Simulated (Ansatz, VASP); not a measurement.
**One calculation of GaP, two programs**

INCAR

```
SYSTEM = GaP
PREC = Accurate ; ENCUT = 520
EDIFF = 1E-7 ; ISMEAR = 0
SIGMA = 0.1 ; LREAL = .FALSE.
LASPH = .TRUE. ; NELM = 100
ALGO = Normal ; ISIF = 2
LWAVE = .FALSE. ; LCHARG = .TRUE.
GGA = PE ; LELF = .TRUE.
LVHAR = .TRUE. ; NBANDS = 16
```

The input KPOINTS:

```
regular mesh
0
G
  6 6 6
  0 0 0
```

POSCAR

```
GaP
1.0
    0.0000000000      2.6808800100      2.6808800100
    2.6808800100      0.0000000000      2.6808800100
    2.6808800100      2.6808800100      0.0000000000
Ga P
1 1
Direct
    0.0000000000      0.0000000000      0.0000000000
    0.7500000000      0.7500000000      0.7500000000
```

Input for Ansatz:

```yaml
crystal:
  lattice:
    - [0.0, 2.68088001, 2.68088001]
    - [2.68088001, 0.0, 2.68088001]
    - [2.68088001, 2.68088001, 0.0]
  atoms:
    - { symbol: Ga, position: [0.0, 0.0, 0.0] }
    - { symbol: P, position: [0.75, 0.75, 0.75] }
basis:
  ecutwfc: 420
kpoints:
  mp_grid: { grid: [6, 6, 6] }
hamiltonian:
  xc: pbe
scf:
  occupations: { method: gaussian, width: 0.1 }
output:
  forces: true
  stress: true
  eigenvalues: true
```

Alike in both runs: task single point; functional PBE; k mesh 6 × 6 × 6; occupations gaussian, width 0.1 eV; no spin polarisation.

|  | VASP | Ansatz |
| --- | --- | --- |
| version | VASP 6.6.1 | Ansatz 0.2.0 |
| potentials or method | VASP PAW PBE potentials, release 64 (Ga_d, P) | scalar-relativistic, plane waves, PAW |
| plane-wave cutoff (eV) | 520 | 420 |
| valence electrons in the cell | 18 | 18 |

Ansatz gave:

| Quantity | Value |
| --- | --- |
| gap on the k mesh at the Fermi level (eV) | 1.54 |
| least direct gap on the mesh (eV) | 2.24 |
| pressure (GPa) | 7.4 |

Task: What did VASP give for the same quantities?

Result: gap on the k mesh at the Fermi level (eV): 1.54; least direct gap on the mesh (eV): 2.24; pressure (GPa): 7.3.

The functional is the same, so the differences come from potentials, cutoffs and numerics.

A k mesh can miss the band edges.
